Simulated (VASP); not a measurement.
# Sb (P2_1/m) in VASP: density of states with revTPSS+D3(BJ)

Aim: the density of states of Sb with revTPSS+D3(BJ).

Everything below comes from runs of VASP 6.6.1. Logs are shortened: lines on timing, memory, paths and dates and some standing lists are left out, and cuts for length are marked.

## (1) The undisturbed crystal

It takes space group P2_1/m (No. 11, monoclinic). Conventional cell: a = 4.528 Å, b = 4.421 Å, c = 6.500 Å, α = 90.00°, β = 101.72°, γ = 90.00°. Sb (site symmetry m) has 3 Sb at 2.92 to 2.98 Å as nearest neighbours. Sb (site symmetry m) has 3 Sb at 2.92 to 2.98 Å as nearest neighbours.

This isn't the form of Sb at room conditions, which is rhombohedral.

## (2) Density of states, revTPSS+D3(BJ) (atoms moved at random, drawn with an rms of 0.15 Å)

File run.py:

```python
from ase import Atoms
from ase.calculators.vasp import Vasp
from ase.dft.dos import DOS

atoms = Atoms(
    ['Sb', 'Sb', 'Sb', 'Sb'],
    cell=[[4.5277, 0.0, 0.0], [0.0, 4.4211, 0.0], [-1.320519, 0.0, 6.364348]],
    scaled_positions=[[0.337945, 0.28541, 0.666343], [0.928528, 0.747639, 0.755128], [0.05057, 0.220465, 0.239509], [0.69587, 0.766752, 0.333089]],
    pbc=True,
)
calc = Vasp(
    directory='calc',
    xc='revtpss',
    pp='PBE',
    setups='recommended',
    prec='Accurate',
    encut=520,
    ediff=1e-06,
    ismear=0,
    sigma=0.01,
    lreal=False,
    lasph=True,
    nelm=100,
    algo='Normal',
    isif=2,
    lwave=False,
    lcharg=False,
    lmixtau=True,
    ivdw=12,
    vdw_s6=1.0,
    vdw_s8=1.4023,
    vdw_a1=0.4426,
    vdw_a2=4.4723,
    lorbit=10,
    lmaxmix=4,
    kpts=[6, 6, 4],
    gamma=True,
    nbands=18,
)
atoms.calc = calc

print('energy (eV):', atoms.get_potential_energy())
print('free energy (eV):', atoms.get_potential_energy(force_consistent=True))
print('forces (eV/A):')
print(atoms.get_forces())
print('stress (eV/A^3, Voigt):', atoms.get_stress())
print('Fermi level (eV):', calc.get_fermi_level())
dos = DOS(calc, width=0.05, window=(-10, 10), npts=201)
print('E - E_F (eV), DOS (1/eV)')
for e, g in zip(dos.get_energies(), dos.get_dos()):
    print(f'{e:8.3f} {g:10.4f}')
```

Potentials or basis: VASP PAW PBE potentials, release 64 (Sb).

Run with:

```bash
$ python run.py
```

Output:

```text
energy (eV): 56.780882340000005
free energy (eV): 56.78084316
forces (eV/A):
[[ 0.19829108 -0.24648677  0.60974275]
 [ 0.25320753  0.08787455  0.93106736]
 [ 0.87003526  0.82399191 -0.63175516]
 [-1.32153386 -0.66537968 -0.90905494]]
stress (eV/A^3, Voigt): [ 0.0182987   0.01486351 -0.00748817  0.00555501 -0.00412012 -0.0073728 ]
Fermi level (eV): 6.3136226
E - E_F (eV), DOS (1/eV)
 -10.000     1.6566
  -9.900     2.4673
  -9.800     5.1654
  -9.700     1.9266
  -9.600     2.1591
  -9.500     0.7090
  -9.400     0.5771
  -9.300     0.8925
  -9.200     1.5906
  -9.100     1.9219
  -9.000     2.1963
  -8.900     1.4871
  -8.800     0.9751
  -8.700     1.3404
  -8.600     0.8565
  -8.500     0.9380
  -8.400     2.4993
  -8.300     0.5890
  -8.200     1.6939
  -8.100     2.7045
  -8.000     0.7829
  -7.900     0.8664
  -7.800     0.5849
  -7.700     0.0173
  -7.600     0.4806
  -7.500     0.0751
  -7.400     0.7346
  -7.300     2.9540
  -7.200     1.7388
  -7.100     2.3713
  -7.000     0.7684
  -6.900     0.7631
  -6.800     0.6562
  -6.700     0.9733
  -6.600     0.4728
  -6.500     0.7997
  -6.400     0.7700
  -6.300     1.0339
  -6.200     0.5826
  -6.100     0.7822
  -6.000     0.3021
  -5.900     0.1825
  -5.800     0.3795
  -5.700     0.1587
  -5.600     0.0838
  -5.500     0.0007
  -5.400     0.1421
  -5.300     0.3050
  -5.200     0.3719
  -5.100     1.6311
  -5.000     1.2611
  -4.900     0.6185
  -4.800     1.2483
  -4.700     0.6872
  -4.600     0.0563
  -4.500     0.6500
  -4.400     1.8312
  -4.300     3.5417
  -4.200     2.8255
  -4.100     2.0480
  -4.000     2.8358
  -3.900     2.4290
  -3.800     2.7804
  -3.700     1.6127
  -3.600     2.4578
  -3.500     2.6869
  -3.400     2.9951
  -3.300     2.2335
  -3.200     2.1219
  -3.100     2.6934
  -3.000     1.7933
  -2.900     2.7639
  -2.800     2.7089
  -2.700     2.9234
  -2.600     2.1322
  -2.500     3.3428
  -2.400     2.7216
  -2.300     3.6344
  -2.200     3.1453
  -2.100     2.6544
  -2.000     1.4600
  -1.900     2.6556
  -1.800     3.9389
  -1.700     3.1941
  -1.600     2.4235
  -1.500     3.6412
  -1.400     3.6337
  -1.300     2.5643
  -1.200     3.0504
  -1.100     3.7533
  -1.000     3.0583
  -0.900     2.3418
  -0.800     1.7192
  -0.700     0.7933
  -0.600     1.8165
  -0.500     2.1546
  -0.400     2.7855
  -0.300     1.2021
  -0.200     2.1459
  -0.100     1.2858
   0.000     0.3565
   0.100     0.5133
   0.200     0.2894
   0.300     1.9641
   0.400     4.3308
   0.500     1.4864
   0.600     1.6930
   0.700     1.9326
   0.800     1.0484
   0.900     2.3587
   1.000     2.3250
   1.100     2.1836
   1.200     2.9237
   1.300     1.9962
   1.400     2.4367
   1.500     1.8828
   1.600     0.9729
   1.700     2.3970
   1.800     2.5857
   1.900     2.4636
   2.000     2.9371
   2.100     3.6943
   2.200     2.4964
   2.300     4.4341
   2.400     2.6197
   2.500     1.7433
   2.600     2.8687
   2.700     4.9282
   2.800     3.6997
   2.900     2.6838
   3.000     3.4051
   3.100     2.7066
   3.200     1.5577
   3.300     2.4069
   3.400     2.6553
   3.500     2.6142
   3.600     3.0222
   3.700     3.6606
   3.800     2.9337
   3.900     3.8275
   4.000     2.4750
   4.100     2.1705
   4.200     3.1976
   4.300     3.8886
   4.400     2.5474
   4.500     2.9060
   4.600     2.6102
   4.700     1.0892
   4.800     1.1075
   4.900     1.0678
   5.000     1.0192
   5.100     1.4151
   5.200     1.9817
   5.300     2.4300
   5.400     1.7412
   5.500     2.5789
   5.600     3.0802
   5.700     2.2869
   5.800     2.0833
   5.900     1.8956
   6.000     2.0790
   6.100     2.5254
   6.200     2.1731
   6.300     2.6044
   6.400     1.4943
   6.500     1.9514
   6.600     0.9799
   6.700     1.5821
   6.800     0.6010
   6.900     0.5214
   7.000     0.1909
   7.100     0.0010
   7.200     0.0031
   7.300     0.3202
   7.400     0.3075
   7.500     0.0699
   7.600     0.0505
   7.700     0.1560
   7.800     0.0037
   7.900     0.0000
   8.000     0.0000
   8.100     0.0000
   8.200     0.0000
   8.300     0.0000
   8.400     0.0000
   8.500     0.0000
   8.600     0.0000
   8.700     0.0000
   8.800     0.0000
   8.900     0.0000
   9.000     0.0000
   9.100     0.0000
   9.200     0.0000
   9.300     0.0000
   9.400     0.0000
   9.500     0.0000
   9.600     0.0000
   9.700     0.0000
   9.800     0.0000
   9.900     0.0000
  10.000     0.0000
```

Wall time 6.4 min (1 thread of Intel Xeon Platinum 8488C (Sapphire Rapids), shared host); peak memory 0.34 GiB.

What came out:

```
Free energy                                           : 56.7808 eV
Pressure                                              : -1.4 GPa
Largest force                                         : 1.737 eV/Å
Band gap on the k mesh                                : none (metal or under the smearing width)
Valence electrons inside the program's atomic spheres : Sb 2.37, 2.36, 2.38, 2.42
Dispersion energy per atom                            : -0.560 eV
```

Forces on the atoms (eV/Å):
```
Sb   0.198 -0.246  0.610
Sb   0.253  0.088  0.931
Sb   0.870  0.824 -0.632
Sb  -1.322 -0.665 -0.909
```

Stress tensor (GPa, compression positive):
```
-2.93  1.18  0.66
 1.18 -2.38 -0.89
 0.66 -0.89  1.20
```

Levels at points of the mesh, in eV from the Fermi level:
```tsv
k point	band 6	band 7	band 8	band 9	band 10	band 11	band 12	band 13	band 14	band 15
(0.00, 0.00, 0.00)	-3.57	-2.95	-1.79	-1.24	-0.12	1.28	2.40	2.87	3.51	3.63
(0.50, 0.00, 0.00)	-2.51	-2.12	-1.32	-1.18	-0.43	0.11	1.34	1.56	1.79	2.26
(0.00, 0.50, 0.00)	-3.55	-1.89	-1.76	-1.12	-1.08	0.45	0.55	1.83	2.13	4.05
(0.50, 0.50, 0.00)	-4.83	-3.50	-3.32	-2.33	-2.24	0.91	1.39	4.93	4.97	5.41
(0.00, 0.00, 0.50)	-3.28	-2.75	-1.88	-1.56	-1.34	0.87	1.58	1.94	3.12	3.86
(0.50, 0.00, 0.50)	-2.43	-2.11	-1.20	-1.07	-0.52	-0.40	1.11	1.29	1.48	2.48
(0.00, 0.50, 0.50)	-2.26	-1.76	-1.70	-1.04	-0.88	0.25	0.39	1.19	1.46	2.64
(0.50, 0.50, 0.50)	-5.20	-3.67	-3.47	-1.57	-1.21	1.94	2.49	3.47	3.92	4.62
```

States per cell in windows of 1 eV (zero at the Fermi level; states under -8 eV left out):
```csv
from (eV),total,Sb2_p,Sb3_p,Sb1_p,Sb4_p,Sb4_s,Sb3_s
-8.0,1.06,0.01,0.01,0.01,0.01,0.17,0.15
-7.0,0.73,0.01,0.01,0.01,0.01,0.11,0.12
-6.0,0.31,0.02,0.01,0.02,0.02,0.02,0.02
-5.0,1.60,0.12,0.12,0.13,0.14,0.01,0.01
-4.0,2.35,0.20,0.21,0.19,0.21,0.02,0.02
-3.0,2.81,0.25,0.26,0.23,0.26,0.03,0.03
-2.0,3.00,0.29,0.29,0.28,0.27,0.04,0.04
-1.0,1.85,0.13,0.15,0.24,0.21,0.02,0.03
0.0,1.64,0.20,0.17,0.10,0.08,0.04,0.02
1.0,2.07,0.16,0.16,0.19,0.16,0.02,0.02
2.0,3.36,0.29,0.27,0.32,0.29,0.03,0.03
3.0,2.77,0.26,0.25,0.24,0.23,0.02,0.02
4.0,2.28,0.22,0.22,0.18,0.19,0.02,0.02
5.0,2.04,0.07,0.08,0.07,0.08,0.01,0.01
6.0,1.58,0.06,0.07,0.06,0.07,0.01,0.01
7.0,0.11,0.01,0.01,0.01,0.01,0.00,0.00
```

Caveat: the PAW data sets were made with another functional, which shifts forces and pressure a little; pairwise dispersion overbinds metals, which lowers pressure and volume.
